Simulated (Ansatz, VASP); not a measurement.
# One calculation of CdS (Greenockite), two programs

```xyz
4
Lattice="4.1500 0.0000 0.0000 -2.0750 3.5940 0.0000 0.0000 0.0000 6.7370" Properties=species:S:1:pos:R:3 pbc="T T T"
Cd    2.0750    1.1980    3.3685
Cd    0.0000    2.3960    0.0000
S     2.0750    1.1980    5.8949
S     0.0000    2.3960    2.5264
```

Alike in both runs: task relaxation of cell and atoms; functional PBE; dispersion D3(BJ); k mesh 7 × 7 × 4; occupations fermi-dirac, width 0.05 eV; no spin polarisation.

```csv
,VASP,Ansatz
version,VASP 6.6.1,Ansatz 0.2.0
potentials or method,"VASP PAW PBE potentials, release 64 (Cd, S)",Ansatz PAW
plane-wave cutoff (eV),600,420
valence electrons in the cell,36,52
```

|  | VASP | Ansatz | Ansatz less VASP |
| --- | --- | --- | --- |
| relaxed volume (Å³/atom) | 25.21 | 25.08 | -0.130 |
| relaxed cell length with the largest relative difference (Å) | 6.766 | 6.752 | -0.0137 |

The two sets of potentials don't hold the same shells in valence.

Caveats: the plane-wave basis is chosen anew once the cell has moved, so the energies of steps on either side of that aren't comparable (Ansatz). Zero-point motion and thermal expansion aren't in these numbers.
